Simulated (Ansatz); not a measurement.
Consider ZnTe in the zinc blende structure (space group F-43m, No. 216; a = 6.179 Å). Axes: x, y, z lie along the cube axes.

The values are results of Kohn–Sham DFT with the PBE functional, run in Ansatz (a first-principles code) with PAW and 420 eV plane waves, without spin-orbit coupling, not measurements.

Strains are applied to the cell and any free atomic positions relax; under biaxial strain the out-of-plane vector relaxes too.

One change was made to it. Results:

```json
[
 {"quantity": "energy relative to the base (free energy F)", "base": "0 meV/atom", "after": "+4.4 meV/atom"},
 {"quantity": "band gap", "base": "1.08 eV", "after": "1.13 eV"}
]
```

Problem. Which of these changes matches the shifts?
(A) biaxial strain +1.93 %, plane normal [110], relaxed out of plane
(B) uniaxial strain ε_xx = −2.72 %
(C) isotropic strain +0.78 %
(D) biaxial strain +1.06 %, plane normal [001], relaxed out of plane
(E) isotropic strain −2.62 %

Solution. B, uniaxial strain ε_xx = −2.72 %. For comparison, the band gap in the other runs: isotropic strain +0.78 % gives 0.97 eV; biaxial strain +1.93 %, plane normal [110], relaxed out of plane gives 0.84 eV; biaxial strain +1.06 %, plane normal [001], relaxed out of plane gives 0.98 eV; isotropic strain −2.62 % gives 1.45 eV.

A biaxial case was relaxed in a doubled cell and then solved in the primitive one. Spin-orbit coupling, missing from the scalar runs, can matter with Te. No phonon test of stability was made.
